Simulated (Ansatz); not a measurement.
# Lu under changes of volume

One of the cells (29.847 Å³/atom); the others are scaled copies at fixed shape and fractional positions:

```
CELL_PARAMETERS angstrom
-1.95411 1.95411 1.95411
1.95411 -1.95411 1.95411
1.95411 1.95411 -1.95411
ATOMIC_POSITIONS crystal
Lu 0.00000 0.00000 0.00000
```

This isn't the form of Lu at room conditions, which is hcp.

* Program: Ansatz 0.2.0
* Functional: PBE
* Potentials or basis: all-electron LAPW, scalar-relativistic
* Cutoff: 194 eV (chosen from the basis error)
* Basis error allowed: 0.0005 eV/atom
* k mesh: 10 × 10 × 10
* Occupations: fermi-dirac, width 0.05 eV
* Spin: no spin polarisation

```tsv
volume (Å³/atom)	energy over the lowest point (meV/atom)	pressure (GPa)
28.056	10.87	2.6
28.653	3.50	1.5
29.250	0.00	0.5
29.847	?	?
30.444	3.20	-1.2
31.041	9.29	-1.9
31.638	18.02	-2.6
```

What does the run at 29.847 Å³/atom give?

Energy over the lowest point 0.01 meV/atom; pressure -0.4 GPa.

Worked out: A Birch-Murnaghan fit of order 3 (a polynomial in V^(-2/3)) to the other rows has its minimum at 29.54 Å³/atom with B0 = V·E''(V) = 44 GPa and B' = 3.7. It gives 0.00 meV/atom at 29.847 Å³/atom, against the run's 0.01, and -dE/dV = -0.4 GPa, against -0.4.

Energies are extrapolated to zero smearing.
